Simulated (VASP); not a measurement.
## BN in VASP 6.6.1, single-point calculation

INCAR

```
LASPH = .TRUE.
ENCUT = 520
NELM = 72
EDIFF = 1E-7
LWAVE = .FALSE.
LCHARG = .FALSE.
LREAL = .FALSE.
NSW = 0
ISMEAR = 0
IBRION = -1
SIGMA = 0.01
METAGGA = R2SCAN
ISIF = 2
ALGO = VeryFast
PREC = Accurate
LMAXMIX = 6
NBANDS = 11
```

KPOINTS

```
KPOINTS created by Atomic Simulation Environment
0
Gamma
12 12 12
0 0 0
```

POSCAR

```
B  N
 1.0000000000000000
     0.0000000000000000    1.7283676755999999    1.7283676755999999
     1.7283676755999999    0.0000000000000000    1.7283676755999999
     1.7283676755999999    1.7283676755999999    0.0000000000000000
 B   N
   1   1
Cartesian
  0.0000000000000000  0.0000000000000000  0.0000000000000000
  1.7283676755999999  1.7283676755999999  1.7283676755999999
```

The recommended PBE PAW datasets give the neutral cell 8 valence electrons.

Command

```
mpirun -np 1 vasp_std
```

Task: How does this run end, and what does it give?

Result: It converged. Results: gap between bands v and c on the k mesh 1.57 eV; least direct gap on the k mesh 6.63 eV; pressure 13.3 GPa. Band v is the last that the valence electrons fill when counted band by band, and c is the next.

OSZICAR

```
N       E                     dE             d eps       ncg     rms          rms(c)
RMM:   1     0.318506837737E+02    0.31851E+02   -0.22946E+03   792   0.535E+02
RMM:   2    -0.712898311188E+01   -0.38980E+02   -0.30688E+02   792   0.116E+02
RMM:   3    -0.172541042567E+02   -0.10125E+02   -0.43113E+01   792   0.441E+01
RMM:   4    -0.185605488870E+02   -0.13064E+01   -0.58337E+00   792   0.177E+01
RMM:   5    -0.186439250243E+02   -0.83376E-01   -0.48406E-01   792   0.446E+00
RMM:   6    -0.186517125571E+02   -0.77875E-02   -0.49190E-02   792   0.126E+00
RMM:   7    -0.186524143390E+02   -0.70178E-03   -0.51689E-03   792   0.328E-01
RMM:   8    -0.186524825558E+02   -0.68217E-04   -0.53507E-04   792   0.944E-02
RMM:   9    -0.186524886501E+02   -0.60943E-05   -0.53689E-05  1815   0.254E-02
RMM:  10    -0.186524893261E+02   -0.67596E-06   -0.53888E-06  1615   0.680E-03
RMM:  11    -0.186524893724E+02   -0.46261E-07   -0.40817E-07  1437   0.192E-03
RMM:  12    -0.186524893769E+02   -0.45044E-08   -0.44716E-08  1289   0.576E-04    0.632E+00
RMM:  13    -0.153523292645E+02    0.33002E+01   -0.62446E-01  3131   0.544E+00    0.299E+00
RMM:  14    -0.153967696647E+02   -0.44440E-01   -0.75930E-02  2766   0.217E+00    0.158E+00
RMM:  15    -0.154153320357E+02   -0.18562E-01   -0.85988E-03  2094   0.954E-01    0.127E-01
RMM:  16    -0.154153750727E+02   -0.43037E-04   -0.99379E-04  1745   0.277E-01    0.803E-02
RMM:  17    -0.154153732580E+02    0.18147E-05   -0.42889E-05  1758   0.925E-02    0.580E-03
RMM:  18    -0.154153741341E+02   -0.87604E-06   -0.23700E-06  1773   0.179E-02    0.181E-03
RMM:  19    -0.154153741701E+02   -0.36083E-07   -0.16738E-07  1580   0.539E-03
   1 F= -.15415374E+02 E0= -.15415374E+02  d E =-.274562E-62
```

Standard output (part)

```
POSCAR found type information on POSCAR B N
 POSCAR found :  2 types and       2 ions
 LDA part: xc-table for (None), standard interpolation
 POSCAR, INCAR and KPOINTS ok, starting setup
 WAVECAR not read
 entering main loop
```

For comparison, a separate r²SCAN run of the intended cell, on usual settings and not on those above, gives a gap of 1.57 eV on its mesh and a pressure of 13.3 GPa.
